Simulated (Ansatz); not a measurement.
Computed with Ansatz on PBE0-D4/def2-TZVP structures; ΔE is electronic, products minus reactants. CCSD(T)/CBS adds triple-zeta CCSD(T) − MP2 to the extrapolated MP2 energy (def2 sets, frozen cores). This one scheme is used for every species. DFT in def2-TZVPP. B3LYP here is the variant with VWN-RPA as its local correlation; programs differ in this. For Ge outer-core shells are correlated without core-valence functions, which leaves a few kJ/mol of doubt a bond. Scalar relativity is left out up to krypton. One conformer a species, not always the lowest.

`[OH][GeH2][SH]` + `OCC(O)CF` → `[OH][GeH]([SH])[CH2]F` + `OCCO`  (formal exchange of groups at a Ge–H bond)

```csv
level,ΔE (kJ/mol),difference from CCSD(T)/CBS
PBE-D4,2.2,-5.7
PBE0-D4,6.8,-1.1
B3LYP-D4,3.7,-4.2
ωB97X-V,10.0,2.1
PBE,2.5,-5.4
r2SCAN,7.3,-0.6
PBE0,7.3,-0.6
B3LYP,4.4,-3.5
SCS-MP2/def2-TZVPP,7.5,-0.4
CCSD/def2-TZVPP,8.8,0.9
CCSD(T)/def2-TZVPP,7.9,0.0
HF/def2-QZVPP,15.6,7.7
MP2/def2-QZVPP,7.2,-0.7
HF/CBS(def2),15.7,7.8
MP2/CBS(def2),7.0,-0.9
CCSD/CBS(def2),8.7,0.8
CCSD(T)/CBS,7.9,0
```

Largest T1 diagnostic among the species: 0.012.

In def2-TZVPP, CCSD(T) changes the Hartree–Fock value by −7.0 kJ/mol (the triples alone add −0.8 kJ/mol) and MP2 by −7.9 kJ/mol. From PBE to PBE0 (25 % exact exchange), in def2-TZVPP and without D4, ΔE moves by +4.8 kJ/mol.

CCSD(T)/CBS has its own doubt, a few kJ/mol and more with outer-core shells, so smaller differences from it don't rank the levels.
